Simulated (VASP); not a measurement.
Input of a VASP 6.6.1 run:

The input INCAR:

```
PREC = Accurate ; ENCUT = 520
EDIFF = 1E-6 ; ISMEAR = 0
SIGMA = 0.02 ; LREAL = False
LASPH = True ; NELM = 100
ALGO = Normal ; ISIF = 2
LWAVE = False ; LCHARG = True
GGA = PE ; LORBIT = 11
LELF = True ; LVHAR = True
```

Contents of KPOINTS:

```
regular mesh
0
Gamma
  3 6 2
```

The input POSCAR:

```
Te2Mo
1.0
    6.3464495577      0.0000000000      0.0000000000
    0.0000000000      3.4942155400      0.0000000000
   -0.5490254083      0.0000000000     14.8561586148
Te Mo
8 4
Direct
    0.0630865700      0.5000000000      0.4013918100
    0.9362609700      0.0000000000      0.5989235800
    0.5672046900      0.0000000000      0.3620628100
    0.4325395100      0.5000000000      0.6382740100
    0.0910474500      0.0000000000      0.1379227500
    0.9094538900      0.5000000000      0.8617520200
    0.5810927600      0.5000000000      0.0985498300
    0.4193469800      0.0000000000      0.9011539900
    0.3196862200      0.0000000000      0.5068268200
    0.6797845000      0.5000000000      0.4935200200
    0.1814915000      0.5000000000      0.0065316300
    0.8190039500      0.0000000000      0.9930897200
```

Potentials or basis: VASP PAW PBE potentials, release 64 (Te, Mo_sv).

Command:

```console
$ cat potpaw_PBE.64/Te/POTCAR potpaw_PBE.64/Mo_sv/POTCAR > POTCAR
$ mpirun -np 1 vasp_std > vasp.out
```

Predict the largest force.

0.233 eV/Å.

Predict the band gap on the k mesh.

none (metal or under the smearing width).

Predict the pressure.

0.6 GPa.

Stress tensor (GPa, compression positive):
```
 0.81  0.00  0.00
 0.00 -0.14  0.00
 0.00  0.00  1.21
```

Caveat: this functional lacks dispersion, which binds the layers, so the pressure and a relaxed spacing across them are unreliable. Spin-orbit coupling is left out, which matters for the levels of Te.
